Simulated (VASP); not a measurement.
# Rb, density of states at the Fermi level: which settings are enough?

Rb, Im-3m (no. 229), 1 atom in the cell. PBE, density of states on a second, denser mesh; PAW potentials Rb_sv (PBE set). VASP 6.6.1.

Wanted: states at the Fermi level within 5 %; Fermi level on the dense mesh within 0.02 eV.

POSCAR:
```
Rb
1.0
   -2.8025000000      2.8025000000      2.8025000000
    2.8025000000     -2.8025000000      2.8025000000
    2.8025000000      2.8025000000     -2.8025000000
Rb
1
Direct
    0.0000000000      0.0000000000      0.0000000000
```

The series start from KSPACING_OPT: 0.14; k mesh: 6 × 6 × 6; Cutoff ENCUT (eV): 400; NEDOS: 3001; KPOINTS_OPT_MODE: 1. Each series keeps the choices made before it, and each single choice may use up half of a tolerance.

## KSPACING_OPT

| KSPACING_OPT | States at the Fermi level (states/eV/atom) | Fermi level on the dense mesh (eV) | Time (s) |
|---|---|---|---|
| 0.4 | 2.115 | 0.092 | 3.5 |
| 0.28 | 1.273 | 0.119 | 3.5 |
| 0.2 | 1.046 | 0.118 | 4.0 |
| 0.14 | 0.9476 | 0.110 | 6.6 |
| 0.1 | 0.9184 | 0.106 | 9.7 |
| 0.075 | 0.9069 | 0.102 | 18 |
| 0.06 (reference) | 0.9033 | 0.100 | 30 |

Chosen: 0.1, the loosest value from which every tighter one stays within half of the tolerance.

## k mesh

| k mesh | States at the Fermi level (states/eV/atom) | Fermi level on the dense mesh (eV) | Time (s) |
|---|---|---|---|
| 3 × 3 × 3 | 0.9184 | 0.106 | 9.8 |
| 4 × 4 × 4 | 0.9184 | 0.105 | 9.1 |
| 5 × 5 × 5 | 0.9184 | 0.106 | 8.6 |
| 6 × 6 × 6 | 0.9184 | 0.106 | 9.7 |
| 8 × 8 × 8 | 0.9184 | 0.106 | 11 |
| 10 × 10 × 10 (reference) | 0.9184 | 0.106 | 12 |

Chosen: 3 × 3 × 3.

## Cutoff ENCUT (eV)

| Cutoff ENCUT (eV) | States at the Fermi level (states/eV/atom) | Fermi level on the dense mesh (eV) | Time (s) |
|---|---|---|---|
| 250 | 0.919 | 0.110 | 8.4 |
| 300 | 0.9186 | 0.108 | 9.2 |
| 350 | 0.9185 | 0.106 | 13 |
| 400 | 0.9184 | 0.106 | 9.8 |
| 500 | 0.9183 | 0.105 | 16 |
| 600 | 0.9184 | 0.105 | 21 |
| 750 (reference) | 0.9183 | 0.105 | 46 |

Chosen: 250.

## NEDOS

| NEDOS | States at the Fermi level (states/eV/atom) | Fermi level on the dense mesh (eV) | Time (s) |
|---|---|---|---|
| 301 | 0.9176 | 0.110 | 9.2 |
| 1001 | 0.9189 | 0.110 | 8.4 |
| 3001 | 0.919 | 0.110 | 8.4 |
| 9001 (reference) | 0.919 | 0.110 | 8.6 |

Chosen: 301.

## KPOINTS_OPT_MODE

| KPOINTS_OPT_MODE | States at the Fermi level (states/eV/atom) | Fermi level on the dense mesh (eV) | Time (s) |
|---|---|---|---|
| 1 | 0.9176 | 0.110 | 9.2 |
| 2 | 0.9176 | 0.110 | 56 |

Chosen: 1; no other choice that stays within half of the tolerance saves 30 % of the time.

## All choices together

| Input | States at the Fermi level (states/eV/atom) | Fermi level on the dense mesh (eV) | Time (s) |
|---|---|---|---|
| program defaults, k points 0.5 per Å apart (naive) | 2.632 | 0.085 | 1.0 |
| chosen settings | 0.9176 | 0.110 | 9.2 |
| reference settings throughout | 0.9032 | 0.100 | 153 |

The tolerance is met.

## The input

INCAR:
```
PREC     = Accurate       # precision mode
ENCUT    = 250            # plane-wave cutoff, eV
EDIFF    = 1E-6           # SCF threshold, eV
ISMEAR   = -5             # smearing method
SIGMA    = 0.05           # smearing width, eV
LASPH    = T              # aspherical terms in the spheres
LREAL    = F              # projectors in reciprocal space
ALGO     = Normal         # electronic algorithm
NELM     = 120            # most SCF steps
LWAVE    = F              # write WAVECAR
LCHARG   = F              # write CHGCAR
NBANDS   = 12             # bands
KPAR     = 2            
GGA      = PE             # functional
NEDOS    = 301            # points of the DOS
KSPACING_OPT= 0.1          
KPOINTS_OPT_MODE= 1             
```

KPOINTS:
```
Automatic mesh
0
Gamma
  3 3 3
  0 0 0
```

Commands:
```
cat potpaw_PBE.64/Rb_sv/POTCAR > POTCAR
mpirun -np 2 vasp_std > vasp.out
```

The chosen input took VASP 6.6.1 9.2 s on 2 cores (Intel Xeon 6975P-C (Granite Rapids)), a shared host.

## An input that fails: no diagonalisation on the second mesh

It runs to its end, but against the unchanged starting input it is off by 58 % in the states at the Fermi level, 10.202 eV in the Fermi level on the dense mesh.

Changes against the starting input:
```
- KPOINTS_OPT_MODE = 1
+ KPOINTS_OPT_MODE = 0
```
